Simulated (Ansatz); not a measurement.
**Compressing Ti: a fit and a missing row**

Ti, P6_3/mmc, a = 2.900 Å, c = 4.591 Å. Ansatz: PBEsol, PAW, 420 eV, Γ-centred 18×18×10 mesh on 2 atoms, Gaussian smearing 0.10 eV; no spin polarisation. Shape and atoms are relaxed at each volume; pressure is positive in compression.

```tsv
V (Å³/atom)	P (GPa)
15.721	8.26
16.222	?
16.724	0.01
17.226	-3.35
17.727	-6.28
```

Problem. Take V0 = 16.724 Å³/atom, count pressures from its P0 = 0.01 GPa, fit the third-order Birch–Murnaghan form to the other rows, and predict the missing pressure.

Solution. With the Eulerian strain f = ½[(V0/V)^(2/3) − 1] and y = (P − P0)/[3f(1 + 2f)^(5/2)], the form is the line y = B0 + 1.5 B0 (B0′ − 4) f. Rows (f, y): 0.02105, 117.8; -0.00976, 120.6; -0.01904, 121.3. Means f = -0.002583, y = 119.90; Σ(Δf)² = 0.0008809, ΣΔfΔy = -0.07769; the slope is their ratio. y = 119.7 − 88.20 f GPa, so B0 = 119.7 GPa and B0′ = 4 + 2 × (-88.20)/(3 × 119.7) = 3.51. At V = 16.222, f = 0.01026, y = 118.80 and P = 3.86 GPa. The run gave 3.86 GPa, the same to the digits shown.